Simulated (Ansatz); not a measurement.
## Stationary points along a deformation path in SrO

Computed with DFT PBEsol, scalar-relativistic, plane waves, PAW in Ansatz 0.2.0. Settings: plane waves to 420 eV, k-mesh 8×8×8 (Γ-centred), Gaussian smearing 0.05 eV. No spin polarisation. Energies are free energies at this smearing, counted from the undisturbed cell; pressure is positive in compression.

Reference structure (as given, not relaxed at this level; it stands at -0.9 GPa):

```yaml
crystal:
  lattice:
    - [0.00000, 2.56980, 2.56980]
    - [2.56980, 0.00000, 2.56980]
    - [2.56980, 2.56980, 0.00000]
  atoms:
    - { symbol: Sr, position: [0.00000, 0.00000, 0.00000] }
    - { symbol: O, position: [0.50000, 0.50000, 0.50000] }
```

At fixed volume and fractional coordinates, lengths along (0.000, 0.000, 1.000) are scaled against those across it; ρ is that ratio over its starting value. V = 16.971 Å³/atom. Δσ is the stress along the axis less the mean stress across it (compression positive).

| ρ | ΔE (meV/atom) | Δσ (GPa) | space group |
| --- | --- | --- | --- |
| 0.650 | 1784.4 | 148.71 | I4/mmm |
| 0.707 | 1008.3 | 111.65 | I4/mmm |
| 0.780 | 422.3 | 60.35 | I4/mmm |
| 0.850 | 152.6 | 30.63 | I4/mmm |
| 0.920 | 35.1 | 12.68 | I4/mmm |
| 0.960 | 7.9 | 5.62 | I4/mmm |
| 1.000 | 0.0 | 0.00 | Fm-3m |
| 1.050 | 10.1 | -5.75 | I4/mmm |
| 1.100 | 37.2 | -10.69 | I4/mmm |
| 1.200 | 130.7 | -19.84 | I4/mmm |
| 1.300 | 269.1 | -29.41 | I4/mmm |
| 1.414 | 479.1 | -41.77 | I4/mmm |
| 1.500 | 674.5 | -52.25 | I4/mmm |

Question: How does the stress give the slope of the energy, and where is the energy stationary?

Answer: Along the path d ln(length) is 2/3 d ln ρ on the axis and −1/3 d ln ρ across it, so dE/d ln ρ = −(2/3) V Δσ: the energy falls with ρ where Δσ is positive. Δσ vanishes or changes sign at ρ = 1.000 (Fm-3m), a minimum at 0.0 meV/atom. Pairs of stationary points between two samples would go unseen, and could change a minimum read from distant neighbours into a maximum. At ρ = 1.000 the cell is cubic, where symmetry alone makes the stress isotropic and the slope zero.

Question: Which shear constant sets the curvature at ρ = 1?

Answer: For a cubic crystal E/V = (2/3) C (ln ρ)² with C = C′ = (C11 − C12)/2, so Δσ = −2C ln ρ. The parabola of Δσ against ln ρ through ρ = 0.960, 1 and 1.050 gives C ≈ 64 GPa with the ions clamped, rough because the steps are large. It is the stress–strain coefficient at this cell's pressure of -0.9 GPa, not the zero-pressure constant.

Question: Integrate that slope from ρ = 1 to 0.850 by the trapezoid rule.

Answer: With V/N in Å³ and 1 eV/Å³ = 160.2 GPa the slopes at ρ = 1.000, 0.960, 0.920, 0.850 are 0, -397, -896, -2163 meV/atom per unit of ln ρ. The steps add 8.1 + 27.5 + 121.0 = 156.6 meV/atom, against 152.6 from the energies; the trapezoid rule misses the curvature of the slope within each step.

The gap closes along the scan, which can put kinks into the curve.